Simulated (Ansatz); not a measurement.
## Ideal shear of a crystal plane in C

Level of theory: DFT LDA, scalar-relativistic, plane waves, PAW in Ansatz. The runs took a 420 eV cutoff, a Γ-centred 22×22×4 mesh and Gaussian smearing (0.15 eV). No spin polarisation. Energies are free energies at this smearing, counted from the undisturbed cell; pressure is positive in compression.

The undisturbed cell (relaxed at this level; this form isn't the usual structure):

```yaml
crystal:
  lattice:
    - [-1.22277, 2.11674, 0.00000]
    - [-1.22277, -2.11674, 0.00000]
    - [0.00000, 0.00000, 13.47064]
  atoms:
    - { symbol: C, position: [0.91670, 0.08330, 0.12500] }
    - { symbol: C, position: [0.91670, 0.08330, 0.62500] }
    - { symbol: C, position: [0.41670, 0.58330, 0.87500] }
    - { symbol: C, position: [0.41670, 0.58330, 0.37500] }
    - { symbol: C, position: [0.08330, 0.91670, 0.87500] }
    - { symbol: C, position: [0.08330, 0.91670, 0.37500] }
    - { symbol: C, position: [0.58330, 0.41670, 0.12500] }
    - { symbol: C, position: [0.58330, 0.41670, 0.62500] }
```

The cell holds layers and no dispersion correction was added, so their binding is poorly described.

The cut lies on the cell's a–b face, a (0 0 1) plane (indices in the standard cell, whose axes needn't be the Cartesian ones shown) of area 5.18 Å², between layers 3.37 Å apart. Vector c is tilted by f times 1·a + 1·b (length 2.446 Å) with the atoms' Cartesian places fixed: one unrelaxed fault a cell. The traction is dγ/du, the slope of γ against the slip u in Å. Some rows repeat others by symmetry and weren't run.

```csv
f,γ (mJ/m²),traction (GPa)
0.0000,0,0.0
0.1000,6,0.5
0.2000,24,0.9
0.3000,46,0.9
0.4000,64,0.6
0.5000,71,0.0
0.6000,64,-0.6
0.7000,46,-0.9
0.8000,24,-0.9
0.9000,6,-0.5
```

Q: Read off the first barrier and the stress needed to climb it, and compare with Frenkel's sinusoid.

A: The first sampled maximum lies at f = 0.500, a slip of 1.22 Å, with γ ≈ 71 mJ/m², which stands in for the unstable fault energy γ_us, and the steepest sampled slope before it is 0.9 GPa. A sinusoid γ = γ_us sin²(πu/λ) with its maximum there has λ = 2.45 Å and a largest slope πγ_us/λ = 0.9 GPa (1 mJ/m² per Å = 0.01 GPa).

Q: Is there a metastable fault on this line?

A: Apart from points where γ returns to about zero, no local minimum shows among the samples, so at this sampling the line offers no fault for a dislocation to split on; a fault can still lie off the line.

The cut is rigid; relaxing the faces lowers these energies and usually the stresses.

In a metal these slopes depend on the k mesh and the smearing.

Cost: 6 runs of about 2.5 core-minutes in all, on Intel Xeon 6975P-C (Granite Rapids) (shared hosts).